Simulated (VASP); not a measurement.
Input of a VASP 6.6.1 run:

File POSCAR:

```
ZnS                                     
1.0
    3.7855642226      0.0000000000      0.0000000000
   -1.8927821113      3.2783947807      0.0000000000
    0.0000000000      0.0000000000      6.2124968689
  Zn              S             
     2     2
Direct
     0.3333333300000021    0.6666666699999979    0.0054117953481239
     0.6666666699999979    0.3333333300000021    0.5054117953481239
     0.3333333300000021    0.6666666699999979    0.3795882046518742
     0.6666666699999979    0.3333333300000021    0.8795882046518742
```

INCAR.step1

```
SYSTEM = ZnS
PREC = Accurate
ENCUT = 520
EDIFF = 1E-5
ISMEAR = 0
SIGMA = 0.03
LREAL = .FALSE.
LASPH = .TRUE.
NELM = 80
ALGO = Normal
ISIF = 2
LWAVE = .TRUE.
LCHARG = .FALSE.
NBANDS = 26
KPAR = 4
GGA = PE
```

The input INCAR.step2:

```
SYSTEM = ZnS
PREC = Accurate
ENCUT = 520
EDIFF = 1E-6
ISMEAR = 0
SIGMA = 0.03
LREAL = .FALSE.
LASPH = .TRUE.
NELM = 80
ALGO = Normal
ISIF = 2
LWAVE = .FALSE.
LCHARG = .FALSE.
GGA = PE
LHFCALC = .TRUE.
AEXX = 0.25
PRECFOCK = Fast
HFRCUT = -1
NBANDS = 26
KPAR = 4
ISTART = 1
```

The input KPOINTS:

```
regular mesh
0
G
  6 6 3
  0 0 0
```

The input KPOINTS_OPT:

```
explicit points
6
Reciprocal
 0.0000000000  0.0000000000  0.0000000000 1
 0.0000000000  0.0000000000  0.5000000000 1
 0.3333333333  0.3333333333  0.5000000000 1
 0.3333333333  0.3333333333  0.0000000000 1
 0.5000000000  0.0000000000  0.5000000000 1
 0.5000000000  0.0000000000  0.0000000000 1
```

Potentials or basis: VASP PAW PBE potentials, release 64 (Zn, S).

The run is started by

```bash
$ cat potpaw_PBE.64/Zn/POTCAR potpaw_PBE.64/S/POTCAR > POTCAR
$ cp INCAR.step1 INCAR
$ mpirun -np 4 vasp_std > vasp.out
$ cp INCAR.step2 INCAR
$ mpirun -np 4 vasp_std > vasp.out
```

What does it give for the band gap along the path?

4.19 eV, direct.

Predict the band gap on the k mesh.

4.19 eV, direct.

Stress tensor (GPa, compression positive):
```
2.71 0.00 0.00
0.00 2.71 0.00
0.00 0.00 2.60
```

Caveat: the PAW data sets were made with another functional, which shifts forces and pressure a little.

**The experiment to reproduce.**

A printed reference work, monograph reports, for a bulk crystal of ZnS at 4 K: band gap 3.911 eV (direct).

Against the measured gap of ZnS, 3.911 eV (direct; 4 K; a printed reference work, monograph), the calculated 4.19 eV is off by +0.28 eV. The value is that of PBE0, without temperature or zero-point motion.
